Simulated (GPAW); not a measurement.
FeSi2 (Linzhiite):

```
Fe Si
1.0
     2.68400    0.00000    0.00000
     0.00000    2.68400    0.00000
     0.00000    0.00000    5.12800
Fe Si
1 2
Cartesian
  0.0000 0.0000 0.0000
  1.3420 1.3420 3.7434
  1.3420 1.3420 1.3846
```

- Program: GPAW 26.7.0
- Task: relaxation of cell and atoms
- Functional: PBEsol
- Potentials or basis: PAW data sets generated in the run's folder for this functional
- Cutoff: 600 eV
- Basis: pw
- k mesh: 7 × 7 × 4
- Occupations: fermi-dirac, width 0.05 eV
- Spin: collinear spin, ferromagnetic start
- Starting moments: [3.0, 0.0, 0.0] μB

At the start: pressure 0.9 GPa; volume 12.31 Å³/atom.

Problem. Where does the relaxation end?

Solution. Over 5 steps the energy falls by 2.0 meV/atom and the volume is 12.34 Å³/atom (+0.2 %); space group P4/mmm (No. 123, to 0.05 Å); moment 0.13 μB per cell.

The path:
```
step  energy change (eV)  largest force (eV/Å)  pressure (GPa)  volume (Å³)
   1              0.0000                0.3959            0.87        36.94
   2             -0.0039                0.2100            0.44        36.98
   3             -0.0056                0.0201           -0.02        37.02
   4             -0.0057                0.0186           -0.01        37.02
   5             -0.0060                0.0014            0.08        37.02
```

Final structure:
```xyz
3
Lattice="2.6914 0.0000 0.0000 0.0000 2.6914 0.0000 0.0000 0.0000 5.1108" Properties=species:S:1:pos:R:3 pbc="T T T"
Fe    0.0000    0.0000    0.0000
Si    1.3457    1.3457    3.7197
Si    1.3457    1.3457    1.3910
```

Caveat: each step starts from the last one's moments, so a moment once lost doesn't come back; later steps reuse the first step's grids.
